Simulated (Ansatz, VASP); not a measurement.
# MgO (Periclase) in two plane-wave programs, part 2 of 2

One calculation is typed for both programs; each brings its own data sets and cutoff. How far apart do they land? The cell is taken from a series of VASP runs on this material, whose earlier steps may have relaxed, scaled or displaced it; both programs get it as it stands.

VASP 6.6.1 and Ansatz 0.2.0.

So far. Step 3 (Ansatz: single point, PBEsol with D3(BJ)): The run ends at a pressure of 0.46 GPa. Step 5 (VASP: band structure, PBEsol with D3(BJ)): The run ends at a pressure of 0.00 GPa.

### 6. Ansatz: band structure, PBEsol with D3(BJ)

Level of this step: Ansatz beside VASP: Kohn-Sham DFT, plane waves, PBEsol with D3(BJ) (Ansatz).

The same cell, functional, mesh and smearing now go to Ansatz, which takes its cutoff from its data sets.

The cell is taken from a series of VASP runs on this material, whose earlier steps may have relaxed, scaled or displaced it; both programs get it as it stands.

File input.yaml:

```yaml
crystal:
  lattice:
    - [0.0, 2.0858163861, 2.0858163861]
    - [2.0858163861, 0.0, 2.0858163861]
    - [2.0858163861, 2.0858163861, 0.0]
  atoms:
    - { symbol: Mg, position: [0.0, 0.0, 0.0] }
    - { symbol: O, position: [0.5, 0.5, 0.5] }
hamiltonian:
  xc: pbesol
  pseudopotentials: { kind: paw }
  dispersion: d3bj
kpoints:
  mp_grid: { grid: [11, 11, 11] }
  band_path:
    path:
      - [0.0, 0.0, 0.0]
      - [0.16667, 0.0, 0.16667]
      - [0.33333, 0.0, 0.33333]
      - [0.5, 0.0, 0.5]
      - [0.5, 0.08333, 0.58333]
      - [0.5, 0.18333, 0.68333]
      - [0.5, 0.25, 0.75]
      - [0.45, 0.3, 0.75]
      - [0.40833, 0.34167, 0.75]
      - [0.35, 0.35, 0.7]
      - [0.225, 0.225, 0.45]
      - [0.075, 0.075, 0.15]
      - [0.03333, 0.03333, 0.03333]
      - [0.23333, 0.23333, 0.23333]
      - [0.4, 0.4, 0.4]
      - [0.51667, 0.46667, 0.51667]
      - [0.55833, 0.38333, 0.55833]
      - [0.60833, 0.28333, 0.60833]
      - [0.60833, 0.25, 0.64167]
      - [0.55833, 0.25, 0.69167]
      - [0.51667, 0.25, 0.73333]
      - [0.5, 0.3, 0.7]
      - [0.5, 0.38333, 0.61667]
      - [0.5, 0.48333, 0.51667]
      - [0.475, 0.475, 0.55]
      - [0.425, 0.425, 0.65]
      - [0.38333, 0.38333, 0.73333]
      - [0.59167, 0.18333, 0.59167]
      - [0.55, 0.1, 0.55]
      - [0.5, 0.0, 0.5]
    npoints: 1
scf:
  occupations: { method: gaussian, width: 0.05 }
  n_extra_bands: 7
output:
  forces: true
  stress: true
  eigenvalues: true
  write_density: true
  write_potential: true
  elf: true
  volumetric_format: npy
```

Command:

```console
ansatz run input.yaml --threads 2 --pin off --max-ram 4608MiB --backend cpu --events-out ev --progress --plain --runs-dir out
```

Numbers of over 12 decimals in the logs are rounded to 6 here.

Log:

```text
[...]
Crystal: 2 atoms, lattice volume = 18.149 Å³
Basis set: ecut = 420 eV, 339 PW (Γ), exchange–correlation on 40×40×40 points (8 copies of the dense FFT grid, shifted against one another)
Bands: 15, of which v1, the nominal top of the filled ones, is band 8 counted from 1 (7 counted from 0)
Symmetry: 48 space group operations
[...]
k-points: 56 of 1331
[...]
k-point 0: bands = [... 4 lower, -8.9676, 8.3780, 8.3780, 8.3780, 13.2954, 24.2143, 24.2143, 24.2143, ... 3 higher]
  k-point 1: bands = [... 4 lower, -8.8705, 7.8146, 8.3187, 8.3187, 13.8292, 23.0888, 24.4231, 24.4231, ... 3 higher]
  k-point 2: bands = [... 4 lower, -8.5988, 6.6082, 8.1630, 8.1630, 14.9015, 21.6371, 24.8950, 24.8950, ... 3 higher]
  k-point 55: bands = [... 4 lower, -7.2481, 5.1553, 5.3731, 6.6808, 19.6526, 20.3668, 20.8075, 24.4484, ... 3 higher]
[key lines of the parts left out:]
SCF converged after 6 iterations
Free energy (F): -2476.376756 eV
Fermi energy:    10.836992 eV
P = ⅓ Tr σ = 0.4611 GPa (4.611 kbar)
```

Wall time 1 s (2 threads of Arm Neoverse V1, shared host); peak memory 0.26 GiB.

### 7. Comparison

Compared:

```
                                        quantity  Ansatz   VASP  difference
                                  pressure (GPa)    0.46   0.00       +0.46
pressure without Ansatz's Pulay correction (GPa)   -0.21   0.00       -0.21
                   gap over the path points (eV)   4.917  4.919      -0.002
```

Levels at points of the path, from each program's valence-band top (eV; 3 filled, then empty):

```
k (reciprocal lattice)                         Ansatz                           VASP
     0.000 0.000 0.000      0.00 0.00 0.00 4.92 15.84      0.00 0.00 0.00 4.92 15.79
     0.167 0.000 0.167   -1.63 -0.40 -0.40 6.83 12.65   -1.64 -0.41 -0.41 6.84 12.62
     0.333 0.000 0.333    -3.56 -1.10 -1.10 9.51 9.92    -3.58 -1.10 -1.10 9.51 9.88
     0.500 0.000 0.500   -4.23 -1.40 -1.40 8.99 10.18   -4.27 -1.41 -1.41 8.95 10.19
     0.500 0.083 0.583   -4.09 -1.68 -1.51 9.44 10.61   -4.13 -1.69 -1.52 9.40 10.62
     0.500 0.183 0.683  -3.58 -2.48 -1.77 10.76 11.88  -3.61 -2.50 -1.78 10.74 11.90
     0.500 0.250 0.750  -3.07 -3.07 -1.84 11.70 11.70  -3.10 -3.10 -1.85 11.69 11.69
     0.450 0.300 0.750  -3.42 -2.82 -1.62 10.89 12.23  -3.45 -2.84 -1.63 10.88 12.24
     0.408 0.342 0.750  -3.59 -2.81 -1.30 10.27 12.05  -3.62 -2.83 -1.31 10.25 12.07
     0.350 0.350 0.700  -3.38 -3.16 -1.11 10.28 12.45  -3.40 -3.18 -1.11 10.26 12.45
```

Among the levels compared at these points, filled levels agree within 36 meV and empty ones within 44 meV. Ansatz's pressure holds a Pulay correction of 0.67 GPa; VASP's holds none.

### 8. Other set-ups

Further runs change the set-up of one program: Ansatz's method, potentials or start, or VASP's data sets, cutoff or form of LDA. The table gives Ansatz less VASP for each quantity, since a change that brings one quantity closer may part another.

```
                              run  pressure (GPa)  gap over the path points (eV)
                         as above            0.46                        -0.0015
Ansatz's all-electron LAPW method            0.54                         6.0e-4
```

### 9. VASP: dielectric response, PBEsol with D3(BJ)

The response to a field tests empty states and converges slowly with the mesh.

File INCAR:

```
SYSTEM = MgO
PREC = Accurate
ENCUT = 520
EDIFF = 1E-08
NELM = 100
ISMEAR = 0
SIGMA = 0.01
LREAL = .FALSE.
ALGO = Normal
GGA = PS
IVDW = 12
NBANDS = 10
LORBIT = 11
LWAVE = .FALSE.
LCHARG = .FALSE.
KPAR = 2
LEPSILON = .TRUE.
```

File POSCAR:

```
MgO
1.0
    0.0000000000      2.0858163861      2.0858163861
    2.0858163861      0.0000000000      2.0858163861
    2.0858163861      2.0858163861      0.0000000000
Mg O
1 1
Direct
    0.0000000000      0.0000000000      0.0000000000
    0.5000000000      0.5000000000      0.5000000000
```

File KPOINTS:

```
Automatic mesh
0
Gamma
14 14 14
0 0 0
```

PAW data sets: Mg and O (PBE family, release 64).

Command:

```console
mpirun -np 2 vasp_std
```

Log:

```text
[... set-up lines as in an earlier step ...]
 entering main loop
       N       E                     dE             d eps       ncg     rms          rms(c)
DAV:   1     0.109186987560E+02    0.10919E+02   -0.47253E+03  2488   0.712E+02
DAV:   2    -0.134211785062E+02   -0.24340E+02   -0.23597E+02  2364   0.137E+02
DAV:   3    -0.138972575487E+02   -0.47608E+00   -0.47558E+00  2454   0.168E+01
DAV:   4    -0.138983784737E+02   -0.11209E-02   -0.11209E-02  2276   0.909E-01
[...]
DAV:  13    -0.125047128212E+02   -0.56678E-07   -0.11417E-08  1242   0.773E-04    0.479E-05
DAV:  14    -0.125047128102E+02    0.11044E-07   -0.21490E-10  1124   0.136E-04    0.270E-05
DAV:  15    -0.125047128110E+02   -0.80092E-09   -0.75638E-11  1116   0.550E-05
   1 F= -.13018637E+02 E0= -.13018637E+02  d E =-.148176E-91
 Linear response reoptimize wavefunctions to high precision
DAV:   1    -0.125047128107E+02    0.51392E+00   -0.41903E-12  1166   0.187E-05
DAV:   2    -0.125047128107E+02   -0.18190E-11   -0.13833E-12  1100   0.420E-06
 Linear response G [H, r] |phi>, progress :
  Direction:   1
[...]
RMM:   9    -0.116023729993E+00    0.10811E-06   -0.81310E-11  6504   0.736E-05    0.498E-06
 change of polarisation eV/A/(eV/A) component  2 :     0.032     0.214     0.000
 dielectric tensor                  component  2 :     0.318     3.129     0.002
 Linear response to external field, progress :
  Direction:   3
       N       E                     dE             d eps       ncg     rms          rms(c)
RMM:   1    -0.111004227283E+00   -0.11100E+00   -0.32510E-01 10671   0.162E+00
RMM:   2    -0.111156778500E+00   -0.15255E-03   -0.83485E-04  7622   0.198E-01    0.522E-01
RMM:   3    -0.109500375568E+00    0.16564E-02   -0.10688E-03  7575   0.265E-01    0.312E-01
RMM:   4    -0.115343780959E+00   -0.58434E-02   -0.19294E-03  7583   0.374E-01    0.294E-02
RMM:   5    -0.115923358638E+00   -0.57958E-03   -0.22216E-05  7965   0.428E-02    0.561E-03
RMM:   7    -0.116022739282E+00   -0.22739E-04   -0.57552E-08  8100   0.205E-03    0.129E-04
RMM:   8    -0.116023837787E+00   -0.10985E-05   -0.70991E-10  7659   0.209E-04    0.587E-05
RMM:   9    -0.116023729760E+00    0.10803E-06   -0.89783E-11  6498   0.737E-05    0.498E-06
 change of polarisation eV/A/(eV/A) component  3 :     0.005     0.025     0.214
 dielectric tensor                  component  3 :     0.053     0.246     3.129
 Born effective charges drift removed
```

Parts of OUTCAR (step 9):

```text
  Total       0.00140     0.00140     0.00140     0.00000    -0.00000     0.00000
  in kB       0.12324     0.12324     0.12324     0.00000    -0.00000     0.00000
  external pressure =        0.12 kB  Pullay stress =        0.00 kB

 POSITION                                       TOTAL-FORCE (eV/Angst)
 -----------------------------------------------------------------------------------
      0.00000      0.00000      0.00000         0.000000     -0.000000     -0.000000
      2.08582      2.08582      2.08582        -0.000000      0.000000      0.000000
 -----------------------------------------------------------------------------------
    total drift:                               -0.000000     -0.000000      0.000000

 Edisp (eV)   -0.51392

 Edisp (eV)   -0.51392

 MACROSCOPIC STATIC DIELECTRIC TENSOR (including local field effects in DFT)
 ------------------------------------------------------
           3.128977    -0.000000    -0.000000
          -0.000000     3.128977     0.000000
          -0.000000     0.000000     3.128977
 ------------------------------------------------------

[... 1 part as in an earlier step ...]

[... 1 further part left out ...]
```

### 10. Ansatz: dielectric response, PBEsol with D3(BJ)

The same cell, functional and mesh now go to Ansatz, which takes its cutoff from its data sets.

The cell is taken from a series of VASP runs on this material, whose earlier steps may have relaxed, scaled or displaced it; both programs get it as it stands.

input.yaml, the sections that differ from step 6:

```yaml
kpoints:
  mp_grid: { grid: [14, 14, 14] }
scf:
  occupations: { method: fixed }
dielectric:
  method: response
# crystal, hamiltonian: as in step 6
# output: removed
```

Command:

```console
ansatz run input.yaml --threads 2 --pin off --max-ram 4608MiB --backend cpu --events-out ev --progress --plain --runs-dir out
```

Log:

```text
[...]
Crystal: 2 atoms, lattice volume = 18.149 Å³
Basis set: ecut = 420 eV, 339 PW (Γ), exchange–correlation on 40×40×40 points (8 copies of the dense FFT grid, shifted against one another)
Bands: 12, of which v1, the nominal top of the filled ones, is band 8 counted from 1 (7 counted from 0)
Symmetry: 48 space group operations
k-points: 244 of 2744 (irreducible under 8 space group operations, time reversal used)
[...]
Born effective charges Z* (e; rows j = field, columns β = displacement):
    site 0:
         1.96735    0.00000   -0.00000
         0.00000    1.96735    0.00000
         0.00000   -0.00000    1.96735
    site 1:
        -1.96735   -0.00000    0.00000
        -0.00000   -1.96735   -0.00000
         0.00000    0.00000   -1.96735
  Z* charge neutrality: 1.741e-6 e pre-enforcement
  k-mesh period / interband length: 41.3 Å / 1.44 Å = 28.68 at k = (0.0000, 0.0000, 0.0000), direct gap 4.917 eV — 14 or more, which is no proof of convergence
[key lines of the parts left out:]
SCF converged after 7 iterations
Free energy (F): -2476.376755 eV
Fermi energy:    8.378028 eV
```

The job ended after 8 s (2 threads; peak memory 0.38 GiB).

### 11. Comparison

Compared:

| quantity | Ansatz | VASP | difference |
| --- | --- | --- | --- |
| ε∞ xx | 3.21 | 3.13 | +2.60 % |
| ε∞ yy | 3.21 | 3.13 | +2.60 % |
| ε∞ zz | 3.21 | 3.13 | +2.60 % |
| Born charge of Mg1 (mean of the diagonal) (e) | 1.97 | 1.95 | +0.01 |
| Born charge of O2 (mean of the diagonal) (e) | -1.97 | -1.95 | -0.01 |

### 12. Summary of results

```json
{"difference in gap on the k mesh (single point, PBEsol with D3(BJ))": "-0.0014 eV", "difference in gap over the path points (band structure, PBEsol with D3(BJ))": "-0.0015 eV", "difference in ε∞ xx (dielectric response, PBEsol with D3(BJ))": "2.6 %"}
```

The difference in ε∞ xx is 2.6 % (dielectric response, PBEsol with D3(BJ)), within the 5 % picked in this series as the mark of a large difference. Band structure, PBEsol with D3(BJ), Ansatz's all-electron LAPW method: the difference in gap over the path points goes from -0.0015 to 6.0e-4 eV. How closely two codes agree says nothing of how well the functional describes the real material.

[Lines on the potential files, build, host, timing and source positions are cut from VASP's logs without a mark.]

[Logs are printed without paths, hosts, clocks, repeated set-up lines and the standing remarks that a program may print on its own settings, such as how far it seeks lower states.]

[Hosts, paths, dates, database ids (printed as entryN), source tags and the programs' standing remarks are cut or masked in the printed files.]
